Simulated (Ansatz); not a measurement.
Relaxed SrF$_{2}$ (fluorite):

```
SrF2
1.0
    0.00000     5.79063     5.79063
    2.89532     0.00000     2.89532
    2.89532     2.89532     0.00000
Sr F
2 4
Direct
  0.00000   0.00000   0.00000
  0.50000   0.00000   0.00000
  0.12500   0.25000   0.25000
  0.62500   0.25000   0.25000
  0.37500   0.75000   0.75000
  0.87500   0.75000   0.75000
```

The atoms are displaced by Q × the pattern below (from a DFPT mode at L = (0.5, 0.0, 0.0), largest move 1; Q in Å), at fixed cell. (q is in reciprocal vectors of the primitive cell; the cell shown is doubled to hold the pattern.)

```
atom       x       y       z
----  ------  ------  ------
Sr1   -0.577   0.577   0.577
Sr2    0.577  -0.577  -0.577
F3    -0.353   0.353   0.353
F4     0.353  -0.353  -0.353
F5     0.353  -0.353  -0.353
F6    -0.353   0.353   0.353
```

Method: r2SCAN (plane waves to 500 eV, PAW, scalar-relativistic; Ansatz, a first-principles code). k mesh 5×10×10 (Γ-centred), Fermi-Dirac smearing 0.05 eV. E stands for the smeared free energy. SrF2 was relaxed with its symmetry unable to fall. ΔE is measured from the undisplaced structure.

```
Q (Å)   ΔE (meV/cell)
------  -------------
-0.280           1511
-0.187            565
-0.093            127
0.000               0
0.093             127
0.187             565
0.280            1511
```

Problem. Which DFPT wavenumber at L = (0.5, 0.0, 0.0) belongs to this mode?
A. 193 cm⁻¹
B. 246 cm⁻¹
C. 94 cm⁻¹
D. 313 cm⁻¹

Solution. A, 193 cm⁻¹. The curvature of the scan gives 193 cm⁻¹

(For displaced atoms, the force is minus the slope of the energy, and its curvature is a force constant, which sets phonon frequencies.)
